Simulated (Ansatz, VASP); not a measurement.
**KCl (Sylvite): VASP beside Ansatz**

File POSCAR:

```
KCl
1.0
    0.0000000000      3.1448471320      3.1448471320
    3.1448471320      0.0000000000      3.1448471320
    3.1448471320      3.1448471320      0.0000000000
K Cl
1 1
Direct
    0.0000000000      0.0000000000      0.0000000000
    0.5000000000      0.5000000000      0.5000000000
```

The input INCAR.step1:

```
  PREC = Accurate
  ENCUT = 520
  ISMEAR = 0
  SIGMA = 0.01
  LREAL = F
  LASPH = T
  NELM = 80
  NBANDS = 15
  GGA = PE
  ALGO = Normal
  EDIFF = 1E-4
  LWAVE = T
  LCHARG = F
```

The input INCAR.step2:

```
  PREC = Accurate
  ENCUT = 520
  EDIFF = 1E-6
  ISMEAR = 0
  SIGMA = 0.01
  LREAL = F
  LASPH = T
  NELM = 80
  ALGO = Normal
  ISIF = 2
  LWAVE = F
  LCHARG = F
  METAGGA = R2SCAN
  LMIXTAU = T
  NBANDS = 15
  ISTART = 1
```

KPOINTS

```
Automatic mesh
0
Gamma
  6 6 6
```

Input for Ansatz:

```yaml
crystal:
  lattice:
    - [0.0, 3.144847132, 3.144847132]
    - [3.144847132, 0.0, 3.144847132]
    - [3.144847132, 3.144847132, 0.0]
  atoms:
    - { symbol: K, position: [0.0, 0.0, 0.0] }
    - { symbol: Cl, position: [0.5, 0.5, 0.5] }
kpoints:
  mp_grid: { grid: [6, 6, 6] }
hamiltonian:
  xc: r2scan
scf:
  occupations: { method: fixed }
  n_extra_bands: 4
output:
  forces: true
  stress: true
  eigenvalues: true
```

Alike in both runs: task single point; functional r2SCAN; k mesh 6 × 6 × 6; no spin polarisation.

|  | VASP | Ansatz |
| --- | --- | --- |
| version | VASP 6.6.1 | Ansatz 0.2.0 |
| potentials or method | VASP PAW PBE potentials, release 64 (K_sv, Cl) | plane waves, PAW |
| plane-wave cutoff (eV) | 520 | 500 |
| occupations | gaussian, width 0.01 eV | fixed |
| valence electrons in the cell | 16 | 16 |

|  | VASP | Ansatz | Ansatz less VASP |
| --- | --- | --- | --- |
| gap on the k mesh at the Fermi level (eV) | 5.84 | 5.83 | -0.004 |
| pressure (GPa) | 0.0 | 0.0 | +0.03 |

Caveats: the PAW data sets were made with another functional, which shifts forces and pressure a little (VASP). r2SCAN opens gaps a little over a GGA but as a rule still falls short of measured ones.
